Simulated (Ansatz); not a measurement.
A run of Ansatz 0.2.0:

The input input.yaml:

```yaml
crystal:
  lattice:
    - [2.079952695, -5.991296865, 0.0]
    - [2.079952695, 5.991296865, 0.0]
    - [0.0, 0.0, 4.27932094]
  atoms:
    - { symbol: Pb, position: [0.13056335, 0.86943665, 0.25] }
    - { symbol: Pb, position: [0.86943665, 0.13056335, 0.75] }
    - { symbol: S, position: [0.35479709, 0.64520291, 0.25] }
    - { symbol: S, position: [0.64520291, 0.35479709, 0.75] }
hamiltonian:
  xc:
    exchange: hjs_pbesol
    correlation: pbesol
    exx: { coeff: 0.25, omega: 0.207 }
  pseudopotentials: { kind: paw }
kpoints:
  mp_grid: { grid: [4, 4, 3] }
scf:
  occupations: { method: fermi_dirac, width: 0.05 }
output:
  forces: true
  stress: true
  write_density: true
  write_potential: true
  elf: true
  volumetric_format: npy
relax:
  f_tol: 0.01
  max_steps: 40
  cell: { stress_tol: 0.05 }
```

Potentials or basis: Ansatz PAW.

Launch:

```console
$ ansatz run input.yaml --threads 2 --pin off --max-ram 5632MiB --backend cpu --events-out ev --progress --plain --runs-dir out
```

Hardware: 2 threads of Intel(R) Xeon(R) Platinum 8375C CPU @ 2.90GHz (Ice Lake) (shared host).

Question: Estimate the wall time of this run.

Answer: It took 3.7 min on 2 threads of Intel(R) Xeon(R) Platinum 8375C CPU @ 2.90GHz (Ice Lake), on a shared host, peak memory 1.6 GiB. Counts: scf iterations 93, plane waves 1975, k points 14, bands 24, ion steps 5.
